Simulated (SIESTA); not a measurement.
Runs of SIESTA 5.4.2 on GaN. It takes space group P6_3mc (No. 186, hexagonal). The conventional cell has a = 3.180 Å, b = 3.180 Å, c = 5.166 Å, α = 90.00°, β = 90.00°, γ = 120.00°. Around Ga (site symmetry 3m) lie 4 N at 1.94 to 1.95 Å. Around N (site symmetry 3m) lie 4 Ga at 1.94 to 1.95 Å. 

```csv
level,potentials or basis,cell,gap on the mesh (eV),pressure (GPa),largest force (eV/Å)
PBEsol,"PseudoDojo 0.4 standard (PBEsol files), DZP (energy shift 0.003 Ry; two zetas on semicore shells)",as given,2.02,3.8,0.13
PBE,"PseudoDojo 0.4 standard (PBE files), DZP (energy shift 0.003 Ry; two zetas on semicore shells)",cell strained along z,2.16,12.3,(b)
BLYP,"PseudoDojo 0.4 standard (PBE files), DZP (energy shift 0.003 Ry; two zetas on semicore shells)",as given,2.12,15.8,0.12
LDA,"PseudoDojo 0.4 standard (LDA files), DZP (energy shift 0.003 Ry; two zetas on semicore shells)",as given,2.10,-1.9,0.12
PBE,"PseudoDojo 0.4 standard (PBE files), DZP (energy shift 0.003 Ry; two zetas on semicore shells)",as given,2.06,10.0,0.13
AM05,"PseudoDojo 0.4 standard (PBEsol files), DZP (energy shift 0.003 Ry; two zetas on semicore shells)",as given,2.06,(a),0.13
```

Alike in all rows: task band structure; no spin polarisation; k mesh 10 × 10 × 5; smearing fermi-dirac 0.05 eV; grid cutoff 800 Ry; energy shift 0.003 Ry.

**Question.** Fill in the values left out.

**Answer.** (a) 3.6; (b) 0.27.

Caveats: the basis of atomic orbitals isn't converged, which shifts pressures, moduli and gaps; the potentials were made for another functional, which shifts forces and pressure (some runs).

A k mesh can miss the band edges, and the runs leave out spin-orbit coupling on Ga.
